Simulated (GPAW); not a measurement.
# As (Cmce) in GPAW: notebook

Aim: see how the results for As move with the level of theory and the settings. Levels: r2SCAN, PBEsol. Tasks: band structure.

Program: GPAW 26.7.0. These are calculated values, not measurements. Logs are shortened: lines on timing, memory, paths and dates and some standing lists are left out, and cuts for length are marked. The log counts tension as positive stress, the text compression.

## Step 1: Starting point

Symmetry: Cmce, No. 64, orthorhombic system. The conventional cell has a = 3.650 Å, b = 11.000 Å, c = 4.470 Å, α = 90.00°, β = 90.00°, γ = 90.00°. Around As (site symmetry m) lie 3 As at 2.48 to 2.49 Å.

This isn't the form of As at room conditions, which is rhombohedral.

## Step 2: Band structure, r2SCAN

Input file run.py:

```python
from ase import Atoms
from ase.dft.bandgap import bandgap
from ase.io import write
from ase.units import GPa
from gpaw import GPAW, PW

atoms = Atoms(['As', 'As', 'As', 'As'],
              cell=[[1.825, -5.5, 0.0],
                    [1.825, 5.5, 0.0],
                    [0.0, 0.0, 4.47]],
              scaled_positions=[[0.39, 0.61, 0.56],
                                [0.89, 0.11, 0.94],
                                [0.61, 0.39, 0.44],
                                [0.11, 0.89, 0.06]],
              pbc=True)

calc = GPAW(mode=PW(600),
            xc='MGGA_X_R2SCAN+MGGA_C_R2SCAN',
            kpts={'size': (6, 6, 5), 'gamma': True},
            occupations={'name': 'fermi-dirac', 'width': 0.05},
            nbands=21,
            convergence={'density': 1e-05, 'energy': 1e-05},
            maxiter=150,
            txt='gpaw.txt')
atoms.calc = calc
energy = atoms.get_potential_energy()
forces = atoms.get_forces()
stress = atoms.get_stress()
calc.write('gs.gpw')
write('result.traj', atoms)
print(f'Energy: {energy:.6f} eV')
print('Forces (eV/A):')
print(forces.round(4))
print('Stress (GPa):', (stress / GPa).round(3))
print('Fermi level:', round(calc.get_fermi_level(), 4), 'eV')
print(f'Gap: {bandgap(calc)[0]:.4f} eV, direct: {bandgap(calc, direct=True)[0]:.4f} eV')

path = atoms.cell.bandpath('GXSRAZGYX1A1TY,ZT', npoints=60, eps=1e-4)
bs_calc = calc.fixed_density(kpts=path, symmetry='off', nbands=37,
                             convergence={'bands': 'CBM+6.0', 'eigenstates': 1e-6}, txt='bands.txt')
bs = bs_calc.band_structure()
bs.write('bs.json')
print(f'Gap on the path: {bandgap(bs_calc)[0]:.4f} eV')
```

Potentials or basis: GPAW PAW data sets (gpaw-data 1.2.1), pw.

Launch:

```
$ OMP_NUM_THREADS=1 python run.py
```

gpaw.txt:

```text
__  _  _
 | _ |_)|_||  |
 |__||  | ||/\| - 26.7.0

Input parameters:
  mode=PW(ecut=600.0),
  convergence={'density': 1e-05, 'energy': 1e-05},
  kpts=MonkhorstPack(size=(6, 6, 5), gamma=True),
  maxiter=150,
  nbands=21,
  occupations=Occupations(name='fermi-dirac', width=0.05),
  xc=XC(name='MGGA_X_R2SCAN+MGGA_C_R2SCAN')

Diagonalizing LCAO Hamiltonian
Converting LCAO to pw mode

           As
       As    As
         As

Atoms  # Å, Bohr magnetons
|   | symbol |        x |         y |        z |    initial magnetic moments |
|---|--------|----------|-----------|----------|-----------------------------|
| 0 |     As | 1.825000 |  1.210000 | 2.503200 | ( 0.0000,  0.0000,  0.0000) |
| 1 |     As | 1.825000 | -4.290000 | 4.201800 | ( 0.0000,  0.0000,  0.0000) |
| 2 |     As | 1.825000 | -1.210000 | 1.966800 | ( 0.0000,  0.0000,  0.0000) |
| 3 |     As | 1.825000 |  4.290000 | 0.268200 | ( 0.0000,  0.0000,  0.0000) |

Unit cell  # Å
| periodic |        x |         y |        z |  lengths |     angles |
|----------|----------|-----------|----------|----------|------------|
|      yes | 1.825000 | -5.500000 | 0.000000 | 5.794879 |  90.000000 |
|      yes | 1.825000 |  5.500000 | 0.000000 | 5.794879 |  90.000000 |
|      yes | 0.000000 |  0.000000 | 4.470000 | 4.470000 | 143.286435 |

Number of symmetries: 4
Symmetry operations  # r_c * U_cc + t_c -> r_c
|   | kind |            matrix            |
|---|------|------------------------------|
| 0 |  E   |  1, 0, 0,  0, 1, 0,  0, 0, 1 |
| 1 |  C2  |  0, 1, 0,  1, 0, 0,  0, 0,-1 |
| 2 |  σ   |  0,-1, 0, -1, 0, 0,  0, 0, 1 |
| 3 |  i   | -1, 0, 0,  0,-1, 0,  0, 0,-1 |

BZ-sampling:
  Number of BZ points: 180
  Number of IBZ points: 55

  Monkhorst-Pack size: [6, 6, 5]
  Monkhorst-Pack shift: [0.08333333333333333, 0.08333333333333333, 0.0]

K-points  # in reciprocal-cell coordinates
|     |                                coordinates |     weight |
|-----|--------------------------------------------|------------|
|   0 | (  0.00000000,   0.00000000,   0.00000000) | 0.00555556 |
|   1 | (  0.00000000,   0.00000000,   0.20000000) | 0.01111111 |
|   2 | (  0.00000000,   0.00000000,   0.40000000) | 0.01111111 |
|   3 | (  0.16666667,  -0.16666667,  -0.40000000) | 0.01111111 |
|   4 | (  0.16666667,  -0.16666667,  -0.20000000) | 0.01111111 |
|   5 | (  0.16666667,  -0.16666667,   0.00000000) | 0.01111111 |
|   6 | (  0.16666667,  -0.16666667,   0.20000000) | 0.01111111 |
|   7 | (  0.16666667,  -0.16666667,   0.40000000) | 0.01111111 |
|   8 | (  0.16666667,   0.00000000,  -0.40000000) | 0.02222222 |
|   9 | (  0.16666667,   0.00000000,  -0.20000000) | 0.02222222 |
| ... |                                            |            |
|  54 | (  0.50000000,   0.50000000,   0.40000000) | 0.01111111 |

Plane wave coefficients: 3023
Cutoff: 600.0 eV

Spin-components: 1 (collinear spins)
Bands:           21
Projectors:      20
Spin-degeneracy: 2
Datatype:        complex128

Parallelization:
  kpt:    1
  domain: 1
  band:   1

Density:
  Valence electrons: 20.0
  Components: 1
  Grid points: [35 35 27]
  Charge: 0.0  # |e|

Potential:
  Grid points: [35 35 27]

species:
  As:
    name:    Arsenic
    Z:       33.0
    valence: 5
    core:    28
    charge:  0.0  # [|e|]
    compensation charges:
      type: gauss
      rc: 0.33  # [Å]
      lmax: 2
    cutoffs:
      filter: 1.87  # [Å]
      core: 2.96  # [Å]
    projectors
    | kind |    occ | energy [eV] | rcut [Å] |
    |------|--------|-------------|----------|
    |   4s |  2.000 |     -14.487 |    1.058 |
    |   4p |  3.000 |      -5.196 |    1.058 |
    |    s |        |      12.725 |    1.058 |
    |    p |        |      22.016 |    1.058 |
    |    d |        |       0.000 |    1.058 |

    Using partial waves for As as LCAO basis

Reference energy: -246011.894401  # eV

eigensolver:
  PPCG
  Converge bands: occupied
  niter=2

density mixing:
  MSR1-Mixer
  Pratt-step length: 0.05
  Maximum mixing coefficient: 0.75
  Old densities: 10
  SVD Regularization: 0.005
  Good broyden scale: 1.0
  Trust region scale: 1.0
  Backstep threshold: 4.0
  History deletion threshold: 6.0
  Fourier metric: weight=20.0, sigma=0.015

occupation numbers:
  Fermi-Dirac:
    width: 0.0500  # eV

poisson solver:
  ecut: 4800.0  # eV

xc functional:
  name: MGGA_X_R2SCAN+MGGA_C_R2SCAN with 2 nearest neighbor stencil

convergence criteria:
- Maximum integral of absolute [dens]ity change: 1e-05 electrons / valence electron
- Maximum [total energy] change in last 3 cyles: 1e-05 eV / valence electron
- Maximum integral of absolute [eigenst]ate change: 4e-08 eV^2 / valence electron
maximum number of iterations: 150

SCF iterations
|iter     | |      energy | eigst |  dens |
|---------|-|-------------|-------|-------|
|iter:   1| |  -55.693995 | -0.63 |       |
|iter:   2| |  -52.486720 | -1.74 | -1.13 |
|iter:   3| |-149668.281491 | +4.28 | -1.10 |
|iter:   4| |  -40.145955 | +2.20 | +1.72 |
|iter:   5| |  -52.554334 | +0.36 | -0.88 |
|iter:   6| |  -52.588616 | -1.44 | -1.42 |
|iter:   7| |  -52.587955 | -3.17 | -1.68 |
|iter:   8| |  -52.584415 | -3.47 | -1.81 |
|iter:   9| |  -52.584789 | -5.37 | -2.62 |
|iter:  10| |  -52.584834 | -5.84 | -2.88 |
|iter:  11| |  -52.584847c| -6.00 | -3.22 |
|iter:  12| |  -52.584847c| -7.47c| -3.81 |
|iter:  13| |  -52.584846c| -7.99c| -4.15 |
|iter:  14| |  -52.584846c| -7.77c| -4.30 |
|iter:  15| |  -52.584846c| -8.18c| -4.79 |
|iter:  16| |  -52.584846c| -9.33c| -6.00c|

Converged in 16 steps
Energy contributions relative to reference atoms: (reference = -246011.894401)

Energy contributions:
  Kinetic:          30.607366
  Coulomb:         -28.951805
  Zero:             -0.452719
  External:          0.000000
  Xc:              -53.786733
  Entropy:          -0.001910
  Spinorbit:         0.000000
  ----------------------------
  Free energy:     -52.585801
  Extrapolated:    -52.584846

dipole moment: (-0.000017, -0.000000, -0.000021)  # |e|*Ang

Fermi level: 6.226
Eigenvalues  # (at kpt = [0.000, 0.000, 0.000])
| band index |      eig [eV] | occ [0-2] |
|------------|---------------|-----------|
|          0 |        -9.309 |     2.000 |
|        ... |               |           |
|          2 |        -3.638 |     2.000 |
|          3 |        -0.168 |     2.000 |
|          4 |        -0.028 |     2.000 |
|          5 |         1.652 |     2.000 |
|          6 |         2.887 |     2.000 |
|          7 |         3.775 |     2.000 |
[... 8 lines left out ...]
|         16 |        13.706 |     0.000 |
|         17 |        13.862 |     0.000 |
|        ... |               |           |
|         20 |        15.423 |     0.000 |

No gap
No difference between direct/indirect transitions

Forces  # eV/Ang
|        x |        y |        z |
|----------|----------|----------|
|  0.00000 | -0.15306 |  0.36594 |  # As   0
|  0.00000 | -0.15306 | -0.36594 |  # As   1
|  0.00000 |  0.15306 | -0.36594 |  # As   2
| -0.00000 |  0.15306 |  0.36594 |  # As   3

Stress tensor  # eV/Ang^3
|         x |         y |         z |
|-----------|-----------|-----------|
| -0.014318 |  0.000000 |  0.000000 |
|  0.000000 | -0.005578 | -0.000000 |
|  0.000000 | -0.000000 | -0.005349 |

# Writing to gs.gpw (mode='')
```

Wall time 7.8 min (1 thread of AMD EPYC 7R43 (Zen 3), shared host); peak memory 0.45 GiB.

What came out:

```yaml
Free_energy: -52.5858 eV
Pressure: 1.3 GPa
Largest_force: 0.397 eV/Å
Band_gap_along_the_path: none (metal or under the smearing width)
```

Forces on the atoms (eV/Å):
```
As   0.000 -0.153  0.366
As   0.000 -0.153 -0.366
As   0.000  0.153 -0.366
As   0.000  0.153  0.366
```

Stress tensor (GPa, compression positive):
```
2.29 0.00 0.00
0.00 0.89 0.00
0.00 0.00 0.86
```

Levels at the corners of the path, in eV from the Fermi level:
```csv
point,band 6,band 7,band 8,band 9,band 10,band 11,band 12,band 13,band 14,band 15
Γ,-4.57,-3.34,-2.45,-2.11,-1.24,2.01,2.24,2.62,3.43,4.96
X,-3.73,-3.03,-2.97,-2.45,-2.11,0.75,0.77,0.82,2.01,2.41
S,-4.10,-2.78,-2.78,-2.55,-2.55,0.96,0.96,1.17,1.17,3.35
R,-5.74,-4.94,-4.94,-2.06,-2.06,2.16,2.16,4.77,4.77,6.65
A,-6.10,-4.25,-4.25,-2.12,-2.12,2.40,2.40,4.67,4.67,5.46
Z,-4.59,-2.26,-2.26,-0.70,-0.70,1.13,1.13,2.11,2.11,5.19
Γ,-4.57,-3.34,-2.45,-2.11,-1.24,2.01,2.24,2.62,3.43,4.96
Y,-4.77,-3.70,-1.88,-1.51,-0.29,0.00,2.12,2.57,3.05,5.04
X1,-3.73,-3.03,-2.97,-2.45,-2.11,0.75,0.77,0.82,2.01,2.41
A1,-6.10,-4.25,-4.25,-2.12,-2.12,2.40,2.40,4.67,4.67,5.46
T,-2.37,-2.13,-2.13,-1.18,-1.18,1.56,1.56,1.93,1.93,2.63
Y,-4.77,-3.70,-1.88,-1.51,-0.29,0.00,2.12,2.57,3.05,5.04
Z,-4.59,-2.26,-2.26,-0.70,-0.70,1.13,1.13,2.11,2.11,5.19
T,-2.37,-2.13,-2.13,-1.18,-1.18,1.56,1.56,1.93,1.93,2.63
```

Caveat: the PAW data sets were made with another functional, which shifts forces and pressure a little; the program warned that so skewed a cell can give wrong results.

## Step 3: Band structure, PBEsol

Edit run.py of step 2 so:

```diff
@@ -4,3 +4,5 @@
 from ase.units import GPa
-from gpaw import GPAW, PW
+from gpaw import GPAW, PW, setup_paths
+
+setup_paths.insert(0, '.')
 
@@ -17,4 +19,4 @@
 calc = GPAW(mode=PW(600),
-            xc='MGGA_X_R2SCAN+MGGA_C_R2SCAN',
-            kpts={'size': (6, 6, 5), 'gamma': True},
+            xc='PBEsol',
+            kpts={'size': (8, 8, 6), 'gamma': True},
             occupations={'name': 'fermi-dirac', 'width': 0.05},
```

Potentials or basis: PAW data sets generated in the run's folder for this functional, pw.

Launch:

```
$ gpaw-setup -f PBEsol As
$ OMP_NUM_THREADS=1 python run.py
```

Wall time 4.4 min (1 thread of Intel Xeon Platinum 8259CL at 2.50GHz (Skylake/Cascade Lake), shared host); peak memory 0.52 GiB.

The run converged. Its results:

* Free energy: -20.2104 eV
* Pressure: 0.0 GPa
* Largest force: 0.112 eV/Å
* Band gap along the path: none (metal or under the smearing width)

Forces on the atoms (eV/Å):
```
As   0.000  0.095  0.059
As   0.000  0.095 -0.059
As   0.000 -0.095 -0.059
As   0.000 -0.095  0.059
```

Stress tensor (GPa, compression positive):
```
 0.78  0.00  0.00
 0.00  0.04  0.00
 0.00  0.00 -0.94
```

Levels at the corners of the path, in eV from the Fermi level:
| point | band 6 | band 7 | band 8 | band 9 | band 10 | band 11 | band 12 | band 13 | band 14 | band 15 |
| --- | --- | --- | --- | --- | --- | --- | --- | --- | --- | --- |
| Γ | -4.32 | -3.01 | -2.23 | -1.85 | -1.04 | 1.96 | 2.00 | 2.51 | 3.41 | 4.86 |
| X | -3.40 | -2.74 | -2.70 | -2.26 | -1.93 | 0.59 | 0.68 | 0.69 | 1.88 | 2.31 |
| S | -3.79 | -2.50 | -2.50 | -2.36 | -2.36 | 0.83 | 0.83 | 1.02 | 1.02 | 3.23 |
| R | -5.46 | -4.64 | -4.64 | -1.80 | -1.80 | 1.97 | 1.97 | 4.64 | 4.64 | 6.39 |
| A | -5.80 | -3.98 | -3.98 | -1.88 | -1.88 | 2.26 | 2.26 | 4.51 | 4.51 | 5.10 |
| Z | -4.33 | -1.96 | -1.96 | -0.60 | -0.60 | 1.03 | 1.03 | 2.08 | 2.08 | 5.03 |
| Γ | -4.32 | -3.01 | -2.23 | -1.85 | -1.04 | 1.96 | 2.00 | 2.51 | 3.41 | 4.86 |
| Y | -4.45 | -3.37 | -1.65 | -1.24 | -0.36 | 0.15 | 1.93 | 2.40 | 3.05 | 4.83 |
| X1 | -3.40 | -2.74 | -2.70 | -2.26 | -1.93 | 0.59 | 0.68 | 0.69 | 1.88 | 2.31 |
| A1 | -5.80 | -3.98 | -3.98 | -1.88 | -1.88 | 2.26 | 2.26 | 4.51 | 4.51 | 5.10 |
| T | -2.08 | -1.87 | -1.87 | -1.10 | -1.10 | 1.47 | 1.47 | 1.77 | 1.77 | 2.61 |
| Y | -4.45 | -3.37 | -1.65 | -1.24 | -0.36 | 0.15 | 1.93 | 2.40 | 3.05 | 4.83 |
| Z | -4.33 | -1.96 | -1.96 | -0.60 | -0.60 | 1.03 | 1.03 | 2.08 | 2.08 | 5.03 |
| T | -2.08 | -1.87 | -1.87 | -1.10 | -1.10 | 1.47 | 1.47 | 1.77 | 1.77 | 2.61 |

Caveat: the program warned that so skewed a cell can give wrong results.

## Step 4: Band structure, PBEsol, spin-orbit coupling, no magnetisation

Edit run.py of step 3 so:

```diff
@@ -1 +1,2 @@
+import numpy as np
 from ase import Atoms
@@ -5,2 +6,3 @@
 from gpaw import GPAW, PW, setup_paths
+from gpaw.spinorbit import soc_eigenstates
 
@@ -45 +47,7 @@
 print(f'Gap on the path: {bandgap(bs_calc)[0]:.4f} eV')
+
+soc = soc_eigenstates(bs_calc, theta=0, phi=0)
+np.savetxt('soc_bands.dat', soc.eigenvalues(), fmt='%.4f')
+mesh = soc_eigenstates('gs.gpw', theta=0, phi=0)
+np.savetxt('soc_mesh.dat', mesh.eigenvalues(), fmt='%.4f')
+print('Fermi level with spin-orbit coupling:', round(mesh.fermi_level, 4), 'eV')
```

Launch:

```
$ gpaw-setup -f PBEsol As
$ OMP_NUM_THREADS=1 python run.py
```

Wall time 4.3 min (1 thread of Intel Xeon Platinum 8259CL at 2.50GHz (Skylake/Cascade Lake), shared host); peak memory 0.59 GiB.

The run converged. Its results:

* Free energy: -20.2104 eV
* Pressure: 0.0 GPa
* Largest force: 0.112 eV/Å
* Band gap along the path: none (metal or under the smearing width)

Forces on the atoms (eV/Å):
```
As   0.000  0.095  0.059
As   0.000  0.095 -0.059
As   0.000 -0.095 -0.059
As   0.000 -0.095  0.059
```

Stress tensor (GPa, compression positive):
```
 0.78  0.00  0.00
 0.00  0.04  0.00
 0.00  0.00 -0.94
```

Levels at the corners of the path, in eV from the Fermi level:
| point | band 16 | band 17 | band 18 | band 19 | band 20 | band 21 | band 22 | band 23 | band 24 | band 25 |
| --- | --- | --- | --- | --- | --- | --- | --- | --- | --- | --- |
| Γ | -2.28 | -1.83 | -1.83 | -1.02 | -1.02 | 1.92 | 1.92 | 2.00 | 2.00 | 2.51 |
| X | -2.71 | -2.26 | -2.26 | -1.93 | -1.93 | 0.56 | 0.56 | 0.66 | 0.66 | 0.73 |
| S | -2.52 | -2.35 | -2.35 | -2.35 | -2.35 | 0.81 | 0.81 | 0.81 | 0.81 | 1.03 |
| R | -4.61 | -1.85 | -1.85 | -1.76 | -1.76 | 1.94 | 1.94 | 1.98 | 1.98 | 4.62 |
| A | -3.95 | -1.93 | -1.93 | -1.84 | -1.84 | 2.22 | 2.22 | 2.28 | 2.28 | 4.50 |
| Z | -1.98 | -0.60 | -0.60 | -0.60 | -0.60 | 1.02 | 1.02 | 1.02 | 1.02 | 2.08 |
| Γ | -2.28 | -1.83 | -1.83 | -1.02 | -1.02 | 1.92 | 1.92 | 2.00 | 2.00 | 2.51 |
| Y | -1.68 | -1.23 | -1.23 | -0.37 | -0.37 | 0.16 | 0.16 | 1.92 | 1.92 | 2.38 |
| X1 | -2.71 | -2.26 | -2.26 | -1.93 | -1.93 | 0.56 | 0.56 | 0.66 | 0.66 | 0.73 |
| A1 | -3.95 | -1.93 | -1.93 | -1.84 | -1.84 | 2.22 | 2.22 | 2.28 | 2.28 | 4.50 |
| T | -1.87 | -1.10 | -1.10 | -1.10 | -1.10 | 1.46 | 1.46 | 1.46 | 1.46 | 1.77 |
| Y | -1.68 | -1.23 | -1.23 | -0.37 | -0.37 | 0.16 | 0.16 | 1.92 | 1.92 | 2.38 |
| Z | -1.98 | -0.60 | -0.60 | -0.60 | -0.60 | 1.02 | 1.02 | 1.02 | 1.02 | 2.08 |
| T | -1.87 | -1.10 | -1.10 | -1.10 | -1.10 | 1.46 | 1.46 | 1.46 | 1.46 | 1.77 |

Caveat: spin-orbit coupling was added after a scalar SCF, so levels and gaps hold it while energy, forces, pressure and moments don't; this program's spin-orbit splittings come out too wide for heavy elements; the program warned that so skewed a cell can give wrong results.
